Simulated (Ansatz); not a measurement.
One change: `[SiH3]C1=CCC1` becomes `C1=CCC1`.

Ansatz, PBE0-D4/def2-TZVP geometries, multiplicity 1. 

```json
{"property": "LUMO energy (PBE/def2-TZVPP) / eV", "`[SiH3]C1=CCC1`": "-1.21"}
{"property": "zero-point energy (PBE0-D4/def2-TZVP) / kJ/mol", "`[SiH3]C1=CCC1`": "267.3"}
{"property": "size of the dipole moment (B3LYP/def2-TZVPP) / D", "`[SiH3]C1=CCC1`": "1.01"}
{"property": "HOMO energy (ωB97M-V/def2-TZVPP) / eV", "`[SiH3]C1=CCC1`": "-9.51"}
{"property": "size of the dipole moment (PBE/def2-TZVPP) / D", "`[SiH3]C1=CCC1`": "1.07"}
{"property": "HOMO energy (PBE/def2-TZVPP) / eV", "`[SiH3]C1=CCC1`": "-6.24"}
```

**Question.** What does the change do to each property? (Estimate.)

**Answer.** Computed: 
```json
{"property": "LUMO energy (PBE/def2-TZVPP) / eV", "`C1=CCC1`": "-0.56", "shift": "0.65"}
{"property": "zero-point energy (PBE0-D4/def2-TZVP) / kJ/mol", "`C1=CCC1`": "227.7", "shift": "-39.6"}
{"property": "size of the dipole moment (B3LYP/def2-TZVPP) / D", "`C1=CCC1`": "0.15", "shift": "-0.86"}
{"property": "HOMO energy (ωB97M-V/def2-TZVPP) / eV", "`C1=CCC1`": "-9.40", "shift": "0.11"}
{"property": "size of the dipole moment (PBE/def2-TZVPP) / D", "`C1=CCC1`": "0.19", "shift": "-0.88"}
{"property": "HOMO energy (PBE/def2-TZVPP) / eV", "`C1=CCC1`": "-6.05", "shift": "0.19"}
```

With PBE0 the HOMO rises by 0.16 eV and the LUMO rises by 0.72 eV, so the gap widens by about 0.56 eV. PBE moves the HOMO by 0.19 eV and ωB97M-V by 0.11 eV. The zero-point energy changes by -39.6 kJ/mol with -9 modes. Dipoles are sizes alone; their direction can turn.

Positive LUMOs are unbound, so they and the gaps depend on the basis.

B3LYP here is the variant with VWN-RPA as its local correlation; programs differ in this.
